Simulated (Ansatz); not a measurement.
# PbS: the cost of one run

Program: Ansatz 0.2.0. Level of theory: DFT PBE, scalar-relativistic. These are calculated values, not measurements.

### Step 1. The starting structure

Symmetry: C2/m, No. 12, monoclinic system. Conventional cell: a = 5.881 Å, b = 5.800 Å, c = 11.759 Å, α = 90.00°, β = 95.27°, γ = 90.00°. Pb (site symmetry m) has 5 S at 2.75 to 2.98 Å as nearest neighbours. Around S (site symmetry m) lie 5 Pb at 2.75 to 2.98 Å.

As a file:

```
Pb S
1.0
     2.94050   -2.90000    0.00000
     2.94050    2.90000    0.00000
    -1.08005    0.00000   11.70929
Pb S
2 2
Direct
  0.77560 0.77560 0.63638
  0.22440 0.22440 0.36362
  0.26840 0.26840 0.59860
  0.73160 0.73160 0.40140
```

Atoms are numbered in the order of the input: Pb1, Pb2, S3, S4.

### Step 2. After the deformation

Space group C2/m before, C2/m after.

### Step 3. LAPW, all electrons

input.yaml reads:

```yaml
crystal:
  lattice:
    - [2.9405, -2.9, 0.0]
    - [2.9405, 2.9, 0.0]
    - [-1.08005, 0.0, 11.9434758]
  atoms:
    - { symbol: Pb, position: [0.7756, 0.7756, 0.63638] }
    - { symbol: Pb, position: [0.2244, 0.2244, 0.36362] }
    - { symbol: S, position: [0.2684, 0.2684, 0.5986] }
    - { symbol: S, position: [0.7316, 0.7316, 0.4014] }
kpoints:
  mp_grid: { grid: [7, 7, 3] }
  band_path:
    path:
      - [0.0, 0.0, 0.0]
      - [-0.495149315, 0.495149315, 0.0]
      - [-0.504850685, -0.495149315, 0.0]
      - [-0.5, -0.5, 0.0]
      - [0.0, 0.0, 0.0]
      - [-0.5, -0.5, 0.5]
      - [-0.5156781605, -0.4843218395, 0.5]
      - [-0.4843218395, 0.4843218395, 0.5]
      - [0.0, 0.0, 0.5]
    npoints: 5
scf:
  occupations: { method: fermi_dirac, width: 0.01 }
hamiltonian:
  xc: pbe
  pseudopotentials: { kind: all_electron, lapw: { basis_error: 0.0005 } }
output:
  forces: true
  stress: true
  eigenvalues: true
```

On the command line:

```
> ansatz run input.yaml --threads 1 --pin off --max-ram 4096MiB --backend cpu --events-out ev --progress --plain --runs-dir out
```

What time and memory should one allow on 1 thread of Intel Xeon Platinum 8488C (Sapphire Rapids), shared host?

About 71 s, with a peak of 0.72 GiB.
